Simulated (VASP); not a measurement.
# Ho (Fm-3m) in VASP: equation of state

How stiff is Ho in PBE, and what volume does it want? The cell is scaled to several volumes.

Program: VASP 6.6.1. These are calculated values, not measurements. Logs are shortened: lines on timing, memory, paths and dates and some standing lists are left out, and cuts for length are marked.

### Step 1. Starting point

The structure is cubic, space group Fm-3m (No. 225). Conventional cell: a = 4.988 Å, b = 4.988 Å, c = 4.988 Å, α = 90.00°, β = 90.00°, γ = 90.00°. Around Ho (site symmetry m-3m) lie 12 Ho at 3.53 Å.

This isn't the form of Ho at room conditions, which is hcp.

### Step 2. Equation of state, PBE, collinear spin, ferromagnetic start, 29.17 Å³/atom (volume scaled by 0.94)

The input, INCAR:

```
  PREC = Accurate
  ENCUT = 520
  EDIFF = 1E-7
  ISMEAR = -1
  SIGMA = 0.05
  LREAL = False
  LASPH = True
  NELM = 100
  ALGO = Normal
  ISIF = 2
  LWAVE = False
  LCHARG = False
  ISPIN = 2
  MAGMOM = 4
  LORBIT = 11
  LMAXMIX = 6
  GGA = PE
  NBANDS = 20
```

The input, KPOINTS:

```
Automatic mesh
0
Gamma
  9 9 9
```

The input, POSCAR:

```
Ho
1.0
    0.0000000000      2.4433280919      2.4433280919
    2.4433280919      0.0000000000      2.4433280919
    2.4433280919      2.4433280919      0.0000000000
Ho
1
Direct
    0.0000000000      0.0000000000      0.0000000000
```

Potentials or basis: VASP PAW PBE potentials, release 64 (Ho).

Launch:

```sh
$ cat potpaw_PBE.64/Ho/POTCAR > POTCAR
$ mpirun -np 1 vasp_std > vasp.out
```

OUTCAR:

```text
PREC = Accurate
   ENCUT = 520
   EDIFF = 1E-7
   ISMEAR = -1
   LREAL = False
   LASPH = True
   NELM = 100
   ISIF = 2
   ISPIN = 2
   LORBIT = 11
   GGA = PE

 Found     35 irreducible k-points:

 Following reciprocal coordinates:
            Coordinates               Weight
  0.000000  0.000000  0.000000      1.000000
  0.111111  0.000000  0.000000      8.000000
  0.222222  0.000000  0.000000      8.000000
  0.333333  0.000000  0.000000      8.000000
  0.444444  0.000000  0.000000      8.000000
  0.111111  0.111111  0.000000      6.000000
   k-points           NKPTS =     35   k-points in BZ     NKDIM =     35   number of bands    NBANDS=     20
   number of dos      NEDOS =    301   number of ions     NIONS =      1
   total plane-waves  NPLWV =  21952
   dimension x,y,z NGX =    28 NGY =   28 NGZ =   28
   dimension x,y,z NGXF=    56 NGYF=   56 NGZF=   56
   ions per type =               1
   NGX,Y,Z   is equivalent  to a cutoff of  13.47, 13.47, 13.47 a.u.
   NGXF,Y,Z  is equivalent  to a cutoff of  26.94, 26.94, 26.94 a.u.
 SYSTEM =  unknown system
   PREC   = accura    normal or accurate (medium, high low for compatibility)
   ISTART =      0    job   : 0-new  1-cont  2-samecut
   ICHARG =      2    charge: 1-file 2-atom 10-const
   ISPIN  =      2    spin polarized calculation?
   LNONCOLLINEAR =      F non collinear calculations
   LSORBIT =      F    spin-orbit coupling
   LASPH  =      T    aspherical Exc in radial PAW
   ENCUT  =  520.0 eV  38.22 Ry    6.18 a.u.   6.42  6.42  6.42*2*pi/ulx,y,z
   NELM   =    100;   NELMIN=  2; NELMDL= -5     # of ELM steps
   EDIFF  = 0.1E-06   stopping-criterion for ELM
   LREAL  =      F    real-space projection
   EDIFFG = 0.1E-05   stopping-criterion for IOM
   NSW    =      0    number of steps for IOM
   IBRION =     -1    ionic relax: 0-MD 1-quasi-New 2-CG
   NFREE  =      0    steps in history (QN), initial steepest desc. (CG)
   ISIF   =      2    stress and relaxation
   ISYM   =      2    0-nonsym 1-usesym 2-fastsym
   POTIM  = 0.5000    time-step for ionic-motion
   TEBEG  =    0.0;   TEEND  =   0.0 temperature during run
   PSTRESS=    0.0 pullay stress
   NELECT =      21.0000    total number of electrons
   NUPDOWN=      -1.0000    fix difference up-down
   EMIN   =  10.00;   EMAX   =-10.00  energy-range for DOS
   EFERMI =   0.00;   METHOD = LEGACY
   ISMEAR =    -1;   SIGMA  =   0.05  broadening in eV -4-tet -1-fermi 0-gaus
   EFERMI_NEDOS =   21; number of points for ismear=-14 and -15
   IALGO  =     38    algorithm
   IMIX   =      4    mixing-type and parameters
     AMIX     =   0.40;   BMIX     =  1.00
     AMIX_MAG =   1.60;   BMIX_MAG =  1.00
  volume/ion in A,a.u.               =      29.17       196.87
  Fermi-wavevector in a.u.,A,eV,Ry     =   1.467201  2.772607 29.288954  2.152677
  Thomas-Fermi vector in A             =   2.582847
   LORBIT       =     11    0 simple, 1 ext, 2 COOP (PROOUT), +10 PAW based schemes
   GGA     = PE    functional components
   LHFCALC =     F    Hartree Fock is set to
   AEXX    =    0.0000 exact exchange contribution
   IVDW    =     0    specifies the selected vdW correction
   LEPSILON=     F    determine dielectric tensor
   LRPA    =     F    only Hartree local field effects (RPA)
 spin polarized calculation
  energy-cutoff  :      520.00
  volume of cell :       29.17
 maximum number of plane-waves:       801
 NGX is ok and might be reduce to    28
   NGX = 13   NGY = 13   NGZ = 13

 number of electron      20.9999995 magnetization       3.6437252

 Free energy of the ion-electron system (eV)
  ---------------------------------------------------
  ext. energy  EPLUGINS =         0.00000000
  ---------------------------------------------------
  free energy    TOTEN  =        -6.45498867 eV

  energy without entropy =       -6.40988034  energy(sigma->0) =       -6.43243451

 E-fermi :   2.8565     XC(G=0): -10.4459

 val. band max:        2.8559022298   @ k =  -0.3333   0.4444   0.1111
 cond. band min:       2.8799871306   @ k =  -0.3333   0.3333   0.0000
 fundamental gap:      0.0240849007
 Fermi energy:         2.8564517417

 spin component 1

 k-point     1 :       0.0000    0.0000    0.0000
  band No.  band energies     occupation
      1     -45.1945      1.00000
      2     -19.7940      1.00000
      3     -19.7940      1.00000
      4     -19.7940      1.00000
      5      -2.4632      1.00000
      6      -0.0511      1.00000
[... 12 lines left out ...]
     19      16.6239      0.00000
     20      16.6239      0.00000

 k-point     2 :       0.1111    0.0000    0.0000
  band No.  band energies     occupation
      1     -45.1865      1.00000
      2     -19.8989      1.00000
      3     -19.8070      1.00000
      4     -19.8070      1.00000
      5      -2.0956      1.00000
      6      -0.0705      1.00000
[... 12 lines left out ...]
     19      15.2428      0.00000
     20      17.3743      0.00000

 k-point     3 :       0.2222    0.0000    0.0000
  band No.  band energies     occupation
      1     -45.1663      1.00000
      2     -20.1547      1.00000
      3     -19.8395      1.00000
      4     -19.8395      1.00000
      5      -1.1327      1.00000
      6      -0.1145      1.00000
[... 12 lines left out ...]
     19      15.9747      0.00000
     20      19.2938      0.00000

 k-point     4 :       0.3333    0.0000    0.0000
  band No.  band energies     occupation
      1     -45.1431      1.00000
      2     -20.4308      1.00000
      3     -19.8759      1.00000
      4     -19.8759      1.00000
      5      -0.1572      1.00000
      6      -0.1571      1.00000
[... 12 lines left out ...]
     19      15.4735      0.00000
     20      19.4121      0.00000

 k-point     5 :       0.4444    0.0000    0.0000
  band No.  band energies     occupation
      1     -45.1278      1.00000
      2     -20.6037      1.00000
      3     -19.8996      1.00000
      4     -19.8996      1.00000
      5      -0.1816      1.00000
      6      -0.1815      1.00000
[... 12 lines left out ...]
     19      13.2016      0.00000
     20      17.3465      0.00000

 k-point     6 :       0.1111    0.1111    0.0000
  band No.  band energies     occupation
      1     -45.1839      1.00000
      2     -19.8968      1.00000
      3     -19.8296      1.00000
      4     -19.8296      1.00000
      5      -1.9730      1.00000
      6      -0.0682      1.00000
[... 12 lines left out ...]
     19      15.8110      0.00000
     20      16.9677      0.00000

 [... further k-points ...]

 spin component 2

 k-point     1 :       0.0000    0.0000    0.0000
  band No.  band energies     occupation
      1     -43.6122      1.00000
      2     -18.6275      1.00000
      3     -18.6274      1.00000
      4     -18.6274      1.00000
      5      -2.1790      1.00000
      6       2.0512      1.00000
[... 12 lines left out ...]
     19      16.8147      0.00000
     20      16.8148      0.00000

 k-point     2 :       0.1111    0.0000    0.0000
  band No.  band energies     occupation
      1     -43.6032      1.00000
      2     -18.7442      1.00000
      3     -18.6415      1.00000
      4     -18.6414      1.00000
      5      -1.8017      1.00000
      6       2.0537      1.00000
[... 12 lines left out ...]
     19      15.4207      0.00000
     20      17.5859      0.00000

 k-point     3 :       0.2222    0.0000    0.0000
  band No.  band energies     occupation
      1     -43.5804      1.00000
      2     -19.0278      1.00000
      3     -18.6765      1.00000
      4     -18.6765      1.00000
      5      -0.8173      1.00000
      6       2.0755      1.00000
[... 12 lines left out ...]
     19      16.3738      0.00000
     20      19.5535      0.00000

 k-point     4 :       0.3333    0.0000    0.0000
  band No.  band energies     occupation
      1     -43.5543      1.00000
      2     -19.3320      1.00000
      3     -18.7159      1.00000
      4     -18.7158      1.00000
      5       0.2996      1.00000
      6       2.1508      1.00000
[... 12 lines left out ...]
     19      16.0370      0.00000
     20      19.9716      0.00000

 k-point     5 :       0.4444    0.0000    0.0000
  band No.  band energies     occupation
      1     -43.5372      1.00000
      2     -19.5216      1.00000
      3     -18.7414      1.00000
      4     -18.7413      1.00000
      5       0.9010      1.00000
      6       2.2241      1.00000
[... 12 lines left out ...]
     19      13.6534      0.00000
     20      17.8985      0.00000

 k-point     6 :       0.1111    0.1111    0.0000
  band No.  band energies     occupation
      1     -43.6002      1.00000
      2     -18.7420      1.00000
      3     -18.6664      1.00000
      4     -18.6664      1.00000
      5      -1.6763      1.00000
      6       2.0534      1.00000
[... 12 lines left out ...]
     19      15.9881      0.00000
     20      17.1752      0.00000

 [... further k-points ...]

------------------------ aborting loop because EDIFF is reached ----------------------------------------

 total charge

# of ion       s       p       d       f       tot
--------------------------------------------------
    1        2.131   5.703   0.463  10.309  18.606

 magnetization (x)

# of ion       s       p       d       f       tot
--------------------------------------------------
    1        0.006  -0.021   0.064   3.455   3.504

  FORCE on cell =-STRESS in cart. coord.  units (eV):
  Direction    XX          YY          ZZ          XY          YZ          ZX
  --------------------------------------------------------------------------------------
  -------------------------------------------------------------------------------------
  Total        0.8964559      0.8964559      0.8964559      0.0000000     -0.0000000      0.0000000
  in kB       49.2338908     49.2338908     49.2338908      0.0000000     -0.0000000      0.0000000
  external PRESSURE =      49.2338908 kB  Pullay stress =       0.0000000 kB

 VOLUME and BASIS-vectors are now :
 -----------------------------------------------------------------------------
  energy-cutoff  :      520.00
  volume of cell :       29.17
      direct lattice vectors                 reciprocal lattice vectors
     0.000000000  2.443328092  2.443328092    -0.204638911  0.204638911  0.204638911
     2.443328092  0.000000000  2.443328092     0.204638911 -0.204638911  0.204638911
     2.443328092  2.443328092  0.000000000     0.204638911  0.204638911 -0.204638911

  length of vectors
     3.455387725  3.455387725  3.455387725     0.354444991  0.354444991  0.354444991

 FORCES acting on ions
    electron-ion (+dipol)            ewald-force                    non-local-force                 convergence-correction
 -----------------------------------------------------------------------------------------------
   -.813E-13 -.133E-12 -.876E-13   -.110E-14 0.240E-14 -.847E-15   -.827E-24 -.827E-24 0.000E+00   -.332E-13 -.358E-12 -.127E-12
 -----------------------------------------------------------------------------------------------
   -.813E-13 -.133E-12 -.876E-13   -.110E-14 0.240E-14 -.847E-15   -.827E-24 -.827E-24 0.000E+00   -.332E-13 -.358E-12 -.127E-12

 POSITION                                       TOTAL-FORCE (eV/Angst)
 -----------------------------------------------------------------------------------
      0.00000      0.00000      0.00000         0.000000      0.000000      0.000000
 -----------------------------------------------------------------------------------
    total drift:                               -0.000000     -0.000000     -0.000000

--------------------------------------------------------------------------------------------------------

  FREE ENERGIE OF THE ION-ELECTRON SYSTEM (eV)
  ---------------------------------------------------
  free  energy   TOTEN  =        -6.4549886745 eV

  energy  without entropy=       -6.4098803408  energy(sigma->0) =       -6.43243451

--------------------------------------------------------------------------------------------------------

--------------------------------------------------------------------------------------------------------

 total charge

# of ion       s       p       d       f       tot
--------------------------------------------------
    1        2.131   5.703   0.463  10.309  18.606

 magnetization (x)

# of ion       s       p       d       f       tot
--------------------------------------------------
    1        0.006  -0.021   0.064   3.455   3.504

=======================================================================
```

Run time: 91 s. Hardware: 1 thread of Intel Xeon Platinum 8488C (Sapphire Rapids), shared host; peak memory 0.2 GiB.

What came out:

```
Free energy                                           : -6.4550 eV
Pressure                                              : 4.9 GPa
Band gap on the k mesh                                : none (metal or under the smearing width)
Net moment                                            : 3.64 μB per cell
Site moments                                          : Ho +3.50 μB
Valence electrons inside the program's atomic spheres : Ho 18.61
```

Caveat: the magnetic or orbital state may not be the lowest; spin-orbit coupling is left out, which moves the levels of the heavy elements.

### Step 3. Equation of state, PBE, collinear spin, ferromagnetic start, 29.79 Å³/atom (volume scaled by 0.96)

The input, INCAR:

```
ALGO = Normal
EDIFF = 1E-7
ENCUT = 520
GGA = PE
ISIF = 2
ISMEAR = -1
ISPIN = 2
LASPH = T
LCHARG = F
LMAXMIX = 6
LORBIT = 11
LREAL = F
LWAVE = F
MAGMOM = 4
NBANDS = 20
NELM = 100
PREC = Accurate
SIGMA = 0.05
```

The input, KPOINTS:

```
k-points
0
Gamma
  9 9 9
```

The input, POSCAR:

```
Ho
1.0
    0.0000000000      2.4605351947      2.4605351947
    2.4605351947      0.0000000000      2.4605351947
    2.4605351947      2.4605351947      0.0000000000
Ho
1
Direct
    0.0000000000      0.0000000000      0.0000000000
```

Potentials or basis: VASP PAW PBE potentials, release 64 (Ho).

Launch:

```sh
$ cat potpaw_PBE.64/Ho/POTCAR > POTCAR
$ mpirun -np 1 vasp_std > vasp.out
```

Wall time 1.8 min (1 thread of Intel Xeon Platinum 8488C (Sapphire Rapids), shared host); peak memory 0.2 GiB.

Results (log left out):

```yaml
Free_energy: -6.4729 eV
Pressure: 4.1 GPa
Band_gap_on_the_k_mesh: none (metal or under the smearing width)
Net_moment: 3.64 μB per cell
Site_moments: Ho +3.50 μB
Valence_electrons_inside_the_program's_atomic_spheres: Ho 18.60
```

Caveat: the magnetic or orbital state may not be the lowest; spin-orbit coupling is left out, which moves the levels of the heavy elements.

### Step 4. Equation of state, PBE, collinear spin, ferromagnetic start, 30.41 Å³/atom (volume scaled by 0.98)

The input, INCAR:

```
SYSTEM = Ho
ALGO = Normal ; EDIFF = 1E-7
ENCUT = 520 ; GGA = PE
ISIF = 2 ; ISMEAR = -1
ISPIN = 2 ; LASPH = .True.
LCHARG = .False. ; LMAXMIX = 6
LORBIT = 11 ; LREAL = .False.
LWAVE = .False. ; MAGMOM = 4
NBANDS = 20 ; NELM = 120
PREC = Accurate ; SIGMA = 0.05
```

The input, KPOINTS:

```
k-points
0
Gamma
  9 9 9
  0 0 0
```

The input, POSCAR:

```
Ho
1.0
    0.0000000000      2.4775049392      2.4775049392
    2.4775049392      0.0000000000      2.4775049392
    2.4775049392      2.4775049392      0.0000000000
Ho
1
Direct
    0.0000000000      0.0000000000      0.0000000000
```

Launch:

```sh
$ cat potpaw_PBE.64/Ho/POTCAR > POTCAR
$ mpirun -np 1 vasp_std > vasp.out
```

Wall time 1.9 min (1 thread of Intel Xeon Platinum 8488C (Sapphire Rapids), shared host); peak memory 0.2 GiB.

It converged, with:

```yaml
Free_energy: -6.4880 eV
Pressure: 3.4 GPa
Band_gap_on_the_k_mesh: none (metal or under the smearing width)
Net_moment: 3.64 μB per cell
Site_moments: Ho +3.49 μB
Valence_electrons_inside_the_program's_atomic_spheres: Ho 18.59
```

Caveat: the magnetic or orbital state may not be the lowest; spin-orbit coupling is left out, which moves the levels of the heavy elements.

### Step 5. Equation of state, PBE, collinear spin, ferromagnetic start, 31.66 Å³/atom (volume scaled by 1.02)

The input, INCAR:

```
PREC = Accurate ; ENCUT = 520
EDIFF = 1E-7 ; ISMEAR = -1
SIGMA = 0.05 ; LREAL = False
LASPH = True ; NELM = 100
ALGO = Normal ; ISIF = 2
LWAVE = False ; LCHARG = False
ISPIN = 2 ; MAGMOM = 4
LORBIT = 11 ; LMAXMIX = 6
GGA = PE ; NBANDS = 20
```

The input, KPOINTS:

```
regular mesh
0
Gamma
  9 9 9
```

The input, POSCAR:

```
Ho
1.0
    0.0000000000      2.5107640077      2.5107640077
    2.5107640077      0.0000000000      2.5107640077
    2.5107640077      2.5107640077      0.0000000000
Ho
1
Direct
    0.0000000000      0.0000000000      0.0000000000
```

Launch:

```sh
$ cat potpaw_PBE.64/Ho/POTCAR > POTCAR
$ mpirun -np 1 vasp_std > vasp.out
```

Run time: 76 s. Hardware: 1 thread of Intel Xeon Platinum 8488C (Sapphire Rapids), shared host; peak memory 0.2 GiB.

It converged, with:

| Quantity | Value |
| --- | --- |
| Free energy | -6.5103 eV |
| Pressure | 2.2 GPa |
| Band gap on the k mesh | none (metal or under the smearing width) |
| Net moment | 3.63 μB per cell |
| Site moments | Ho +3.48 μB |
| Valence electrons inside the program's atomic spheres | Ho 18.57 |

Caveat: the magnetic or orbital state may not be the lowest; spin-orbit coupling is left out, which moves the levels of the heavy elements.

### Step 6. Equation of state, PBE, collinear spin, ferromagnetic start, 32.28 Å³/atom (volume scaled by 1.04)

The input, INCAR:

```
PREC = Accurate ; ENCUT = 520
EDIFF = 1E-7 ; ISMEAR = -1
SIGMA = 0.05 ; LREAL = F
LASPH = T ; NELM = 120
ALGO = Normal ; ISIF = 2
LWAVE = F ; LCHARG = F
ISPIN = 2 ; MAGMOM = 4
LORBIT = 11 ; LMAXMIX = 6
GGA = PE ; NBANDS = 20
```

KPOINTS is that of step 5.

The input, POSCAR:

```
Ho
1.0
    0.0000000000      2.5270681269      2.5270681269
    2.5270681269      0.0000000000      2.5270681269
    2.5270681269      2.5270681269      0.0000000000
Ho
1
Direct
    0.0000000000      0.0000000000      0.0000000000
```

Potentials or basis: VASP PAW PBE potentials, release 64 (Ho).

Launch:

```sh
$ cat potpaw_PBE.64/Ho/POTCAR > POTCAR
$ mpirun -np 1 vasp_std > vasp.out
```

It took 60 s on 1 thread of Intel Xeon Platinum 8488C (Sapphire Rapids), shared host; peak memory 0.21 GiB.

The run converged. Its results:

| Property | Result |
| --- | --- |
| Free energy | -6.5179 eV |
| Pressure | 1.6 GPa |
| Band gap on the k mesh | none (metal or under the smearing width) |
| Net moment | 3.63 μB per cell |
| Site moments | Ho +3.48 μB |
| Valence electrons inside the program's atomic spheres | Ho 18.57 |

Caveat: the magnetic or orbital state may not be the lowest; spin-orbit coupling is left out, which moves the levels of the heavy elements.

### Step 7. Equation of state, PBE, collinear spin, ferromagnetic start, 32.90 Å³/atom (volume scaled by 1.06)

The input, INCAR:

```
PREC = Accurate
ENCUT = 520
EDIFF = 1E-7
ISMEAR = -1
SIGMA = 0.05
LREAL = F
LASPH = T
NELM = 100
ALGO = Normal
ISIF = 2
LWAVE = F
LCHARG = F
ISPIN = 2
MAGMOM = 4
LORBIT = 11
LMAXMIX = 6
GGA = PE
NBANDS = 20
```

KPOINTS is that of step 6.

The input, POSCAR:

```
Ho
1.0
    0.0000000000      2.5431645362      2.5431645362
    2.5431645362      0.0000000000      2.5431645362
    2.5431645362      2.5431645362      0.0000000000
Ho
1
Direct
    0.0000000000      0.0000000000      0.0000000000
```

Launch:

```sh
$ cat potpaw_PBE.64/Ho/POTCAR > POTCAR
$ mpirun -np 1 vasp_std > vasp.out
```

It took 85 s on 1 thread of Intel Xeon Platinum 8488C (Sapphire Rapids), shared host; peak memory 0.2 GiB.

The run converged. Its results:

```yaml
Free_energy: -6.5235 eV
Pressure: 1.1 GPa
Band_gap_on_the_k_mesh: none (metal or under the smearing width)
Net_moment: 3.63 μB per cell
Site_moments: Ho +3.47 μB
Valence_electrons_inside_the_program's_atomic_spheres: Ho 18.56
```

Caveat: the magnetic or orbital state may not be the lowest; spin-orbit coupling is left out, which moves the levels of the heavy elements.

### Step 8. Equation of state, PBE, collinear spin, ferromagnetic start

This step only gathers the single runs of the series.

What came out:

```yaml
Equilibrium_volume: "34.56 Å³/atom (rough: see the caveat)"
Bulk_modulus: 22 GPa (rough)
```

Energy against volume, from the lowest point:
```tsv
volume (Å³/atom)	energy (meV/atom)
29.173	68.54
29.793	50.60
30.414	35.55
31.035	23.19
31.655	13.26
32.276	5.59
32.897	0.00
```

Caveat: the magnetic or orbital state may not be the lowest; the minimum lies outside the volumes run; spin-orbit coupling is left out, which moves the levels of the heavy elements. The state reached can hang on the start; a lower one may exist.
